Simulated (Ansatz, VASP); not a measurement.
## One calculation of Mg, two programs

```
Mg
1.0
     3.23053    0.00000    0.00000
    -1.61526    2.79772    0.00000
     0.00000    0.00000    5.24484
Mg
2
Direct
  0.33333 0.66667 0.25000
  0.66667 0.33333 0.75000
```

Change from the starting cell: volume scaled by 1.02, crystal datasets.

Alike in both runs: task electric field gradients; functional LDA; k mesh 12 × 12 × 7; occupations fermi-dirac, width 0.05 eV; no spin polarisation.

```csv
,VASP,Ansatz
version,VASP 6.6.1,Ansatz 0.2.0
potentials or method,"VASP PAW LDA potentials, release 64 (Mg), cutoff 520 eV","all-electron PAW with datasets made for the crystal, scalar-relativistic"
```

Ansatz gave:

- pressure (GPa): -3.0
- largest component of the traceless stress (GPa): 0.58
- Vzz of the field gradient on the site that differs most (V/Å²): 1.4

**Question.** Which values does VASP return?

**Answer.** Pressure (GPa): -3.4; largest component of the traceless stress (GPa): 0.58; Vzz of the field gradient on the site that differs most (V/Å²): 1.3.

Ansatz ran all-electron here, so the differences hold the error of VASP's frozen core and of both bases.
